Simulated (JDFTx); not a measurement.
Crystal: As.

```xyz
2
Lattice="1.8808 1.0859 3.5141 -1.8808 1.0859 3.5141 0.0000 -2.1718 3.5141" Properties=species:S:1:pos:R:3 pbc="T T T"
As    0.0000    0.0000    2.3825
As    0.0000    0.0000    8.1597
```

| Property | Result |
| --- | --- |
| Program | JDFTx 1.7.0 (patched build) |
| Task | relaxation of cell and atoms |
| Functional | LDA |
| Potentials or basis | SG15-PBE-1.2 with smoothed tails |
| Cutoff | 1088 eV |
| Density cutoff | 8708 eV |
| k mesh | 3 × 3 × 3 |
| Occupations | fermi-dirac, width 0.05 eV |
| Spin | no spin polarisation |

At the start: pressure 2.9 GPa; volume 21.53 Å³/atom.

Q: How do energy, volume and symmetry change on relaxing?

A: Over 13 steps the energy falls by 36.4 meV/atom and the volume is 21.70 Å³/atom (+0.8 %); space group R-3m (No. 166, to 0.05 Å).

The path:
| step | energy change (eV) | largest force (eV/Å) | pressure (GPa) | volume (Å³) |
| --- | --- | --- | --- | --- |
| 1 | 0.0000 | 0.2475 | 2.86 | 43.06 |
| 2 | -0.0140 | 0.0877 | 1.88 | 43.31 |
| 3 | -0.0314 | 0.0096 | 0.83 | 43.65 |
| 4 | -0.0497 | 0.0341 | -0.08 | 43.97 |
| 5 | -0.0669 | 0.0009 | -0.62 | 44.04 |
| 6 | -0.0717 | 0.0782 | 0.54 | 43.27 |
| 7 | -0.0723 | 0.0127 | 0.39 | 43.25 |
| 8 | -0.0725 | 0.0073 | 0.20 | 43.32 |
| 9 | -0.0727 | 0.0096 | 0.05 | 43.39 |
| 10 | -0.0728 | 0.0079 | -0.06 | 43.44 |
| 11 | -0.0728 | 0.0006 | -0.02 | 43.42 |
| 12 | -0.0728 | 0.0009 | -0.01 | 43.41 |
| 13 | -0.0728 | 0.0010 | 0.00 | 43.40 |

Final structure:
```
CELL_PARAMETERS angstrom
1.94337 1.12200 3.31770
-1.94337 1.12200 3.31770
0.00000 -2.24400 3.31770
ATOMIC_POSITIONS crystal
As 0.22710 0.22710 0.22710
As 0.77290 0.77290 0.77290
```

Caveat: the k mesh is coarse (spacing up to 0.67 Å⁻¹), so the values aren't converged; the potentials were made for another functional, which shifts forces and pressure.
